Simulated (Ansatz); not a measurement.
# BAs: the cost of one run

Method: DFT PBE, scalar-relativistic, plane waves, PAW, in Ansatz 0.2.0.

### 1 Starting point

The structure is orthorhombic, space group Pmmn (No. 59). Conventional cell: a = 3.321 Å, b = 10.352 Å, c = 4.821 Å, α = 90.00°, β = 90.00°, γ = 90.00°. B (site symmetry m) is surrounded by 4 As at 2.02 Å. B (site symmetry mm2) has 4 As at 2.02 Å as nearest neighbours. As (site symmetry m) has 4 B at 2.02 Å as nearest neighbours. Around As (site symmetry mm2) lie 4 B at 2.02 Å.

Coordinates:

```
B As
1.0
     3.32055    0.00000    0.00000
     0.00000   10.35246    0.00000
     0.00000    0.00000    4.82146
B As
6 6
Direct
  0.00000 0.65231 0.11960
  0.50000 0.84769 0.88040
  0.00000 0.00000 0.38106
  0.50000 0.15231 0.88040
  0.00000 0.34769 0.11960
  0.50000 0.50000 0.61894
  0.50000 0.65231 0.88040
  0.00000 0.84769 0.11960
  0.50000 0.00000 0.61894
  0.00000 0.15231 0.11960
  0.50000 0.34769 0.88040
  0.00000 0.50000 0.38106
```

A structure generator made this guess: 4-connected net, two elements alternating (Pmmn, No. 59). Its size is a rough estimate.

### 2 Probe: one point on a coarse mesh

Input file input.yaml:

```yaml
crystal:
  lattice:
    - [3.32055334, 0.0, 0.0]
    - [0.0, 10.35245993, 0.0]
    - [0.0, 0.0, 4.82146299]
  atoms:
    - { symbol: B, position: [0.0, 0.65230992, 0.11960499] }
    - { symbol: B, position: [0.5, 0.84769008, 0.88039501] }
    - { symbol: B, position: [0.0, 0.0, 0.38106251] }
    - { symbol: B, position: [0.5, 0.15230992, 0.88039501] }
    - { symbol: B, position: [0.0, 0.34769008, 0.11960499] }
    - { symbol: B, position: [0.5, 0.5, 0.61893749] }
    - { symbol: As, position: [0.5, 0.65230992, 0.88039501] }
    - { symbol: As, position: [0.0, 0.84769008, 0.11960499] }
    - { symbol: As, position: [0.5, 0.0, 0.61893749] }
    - { symbol: As, position: [0.0, 0.15230992, 0.11960499] }
    - { symbol: As, position: [0.5, 0.34769008, 0.88039501] }
    - { symbol: As, position: [0.0, 0.5, 0.38106251] }
basis:
  ecutwfc: 420
kpoints:
  mp_grid: { grid: [6, 2, 4] }
hamiltonian:
  xc: pbe
scf:
  occupations: { method: gaussian, width: 0.1 }
  lower_state_search: "off"
output:
  forces: true
  stress: true
  eigenvalues: true
```

Command:

```console
$ ansatz run input.yaml --threads 1 --pin off --max-ram 2560MiB --backend cpu --events-out ev --progress --plain --runs-dir out
```

Q: Estimate wall time and peak memory on 1 thread of Intel Xeon at 2.50GHz (Skylake/Cascade Lake), shared host.

About 37 s, with a peak of 0.53 GiB.
